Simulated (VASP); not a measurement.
A run of VASP 6.6.1 is set up as follows.

The input INCAR:

```
PREC     = Accurate       # precision mode
ENCUT    = 520            # plane-wave cutoff, eV
EDIFF    = 1E-6           # SCF threshold, eV
ISMEAR   = 0              # smearing method
SIGMA    = 0.01           # smearing width, eV
LREAL    = False          # projectors in reciprocal space
LASPH    = True           # aspherical terms in the spheres
NELM     = 80             # most SCF steps
ALGO     = Fast           # electronic algorithm
ISIF     = 2              # what is computed and relaxed
LWAVE    = False          # write WAVECAR
LCHARG   = False          # write CHGCAR
GGA      = PS             # functional
NBANDS   = 11             # bands
```

Contents of KPOINTS:

```
Automatic mesh
0
Gamma
  8 8 8
```

The input POSCAR:

```
NaH
1.0
    0.0000000000      2.3956890788      2.3956890788
    2.3956890788      0.0000000000      2.3956890788
    2.3956890788      2.3956890788      0.0000000000
Na H
1 1
Direct
    0.0000000000      0.0000000000      0.0000000000
    0.5000000000      0.5000000000      0.5000000000
```

Potentials or basis: VASP PAW PBE potentials, release 64 (Na_pv, H).

The run is started by

```sh
$ cat potpaw_PBE.64/Na_pv/POTCAR potpaw_PBE.64/H/POTCAR > POTCAR
$ mpirun -np 1 vasp_std > vasp.out
```

(1) Estimate the band gap on the k mesh.

(2) Predict the pressure.

## Answers

(1) 3.60 eV, indirect (least direct gap 4.51 eV).

(2) 0.0 GPa.

Caveat: the PAW data sets were made with another functional, which shifts forces and pressure a little.
